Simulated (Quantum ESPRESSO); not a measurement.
**NaF (Villiaumite): zone-centre phonons and dielectric response under several settings**

```
Na F
1.0
     0.00000    2.32000    2.32000
     2.32000    0.00000    2.32000
     2.32000    2.32000    0.00000
Na F
1 1
Direct
  0.00000 0.00000 0.00000
  0.50000 0.50000 0.50000
```

All runs used Quantum ESPRESSO 7.5; k mesh 6 × 6 × 6, shifted; relaxed cell; no spin polarisation; occupations smeared at first, fixed for the response.

```csv
level,potentials,cutoff (eV),volume (Å³/atom),pressure (GPa),lowest optical mode without the field (cm⁻¹),highest mode with the field (cm⁻¹),ε∞ (mean),ε0 (mean),Born charge of atom 1 (e),sum of the Born charges (e)
PBEsol,GBRV 1.5 PBEsol,612,12.53,0.0,242,401,1.89,5.2,1.01,0.00
PBE,GBRV 1.5 PBE,612,13.10,0.0,227,390,1.86,5.5,1.02,0.00
LDA,JTH 2.0 LDA,707,?,-0.2,?,?,?,?,?,?
```

Q: What stands in the row left open?

A: Volume 11.25 Å³/atom; lowest optical mode without the field 293 cm⁻¹; highest mode with the field 442 cm⁻¹; ε∞ 1.92; ε0 4.4; Born charge of atom 1 1.01 e; sum of the Born charges 0.02 e.
